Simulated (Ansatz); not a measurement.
# Ge: the cost of one run

Method: DFT PBE, scalar-relativistic, plane waves, PAW, in Ansatz 0.2.0.

2 further runs of the same task are left out: 2 set aside as unsound or not needed.

## 1. The structure to begin with

It takes space group Fd-3m (No. 227, cubic). The conventional cell has a = 5.761 Å, b = 5.761 Å, c = 5.761 Å, α = 90.00°, β = 90.00°, γ = 90.00°. Ge (site symmetry -43m) has 4 Ge at 2.49 Å as nearest neighbours.

Structure file:

```
CELL_PARAMETERS angstrom
0.00000 2.88054 2.88054
2.88054 0.00000 2.88054
2.88054 2.88054 0.00000
ATOMIC_POSITIONS crystal
Ge 0.00000 0.00000 0.00000
Ge 0.25000 0.25000 0.25000
```

This cell was relaxed beforehand with the same method: volume 23.90 Å³/atom, gap on the mesh none (metal).

Reference energy of this cell: -8589.9678 eV (2 atoms, 14×14×14 mesh, zero smearing).

## 2. Next cell: atoms packed at random at 1.00 times the crystal's volume

9 Ge were thrown into a skewed cell at random, at 1.00 times a reference volume of the solid, and pushed apart as soft spheres.

The cell holds 9 Ge: a = 5.897 Å, b = 6.055 Å, c = 6.096 Å, α = 91.35°, β = 94.35°, γ = 82.46°.

## 3. Relaxation without symmetry, coarse mesh

A cheap relaxation: coarse mesh, no symmetry, loose thresholds.

input.yaml reads:

```yaml
crystal:
  lattice:
    - [5.879625, 0.391574, -0.22563]
    - [0.391574, 6.041525, -0.064548]
    - [-0.22563, -0.064548, 6.091054]
  atoms:
    - { symbol: Ge, position: [0.1072065118, 0.3077071812, 0.3937020169] }
    - { symbol: Ge, position: [0.5246819603, 0.3030829382, 0.1791115884] }
    - { symbol: Ge, position: [0.2843448051, 0.8022882261, 0.2460749644] }
    - { symbol: Ge, position: [0.7059041368, 0.9227390516, 0.5499163114] }
    - { symbol: Ge, position: [0.6831438667, 0.5042538219, 0.487552958] }
    - { symbol: Ge, position: [0.3088914125, 0.5595259532, 0.6572150451] }
    - { symbol: Ge, position: [0.4364301961, 0.0110813381, 0.8591104342] }
    - { symbol: Ge, position: [0.0163024682, 0.1704058426, 0.8211811524] }
    - { symbol: Ge, position: [0.9653966729, 0.6962205732, 0.8797527527] }
  symmetry: { detect: false }
basis:
  ecutwfc: 420
kpoints:
  mp_grid: { grid: [2, 2, 2], shift: [0.5, 0.5, 0.5] }
hamiltonian:
  xc: pbe
scf:
  occupations: { method: gaussian, width: 0.1 }
  lower_state_search: "off"
output:
  forces: true
  stress: true
  eigenvalues: true
relax:
  adjacent_minimum: "off"
  f_tol: 0.04
  max_steps: 70
  cell: { stress_tol: 0.3 }
```

On the command line:

```sh
$ ansatz run input.yaml --threads 2 --pin off --max-ram 5120MiB --backend cpu --events-out ev --progress --plain --runs-dir out
```

Q: Estimate wall time and peak memory on 2 threads of Arm Neoverse V2, shared host.

About 77 s, with a peak of 0.48 GiB.
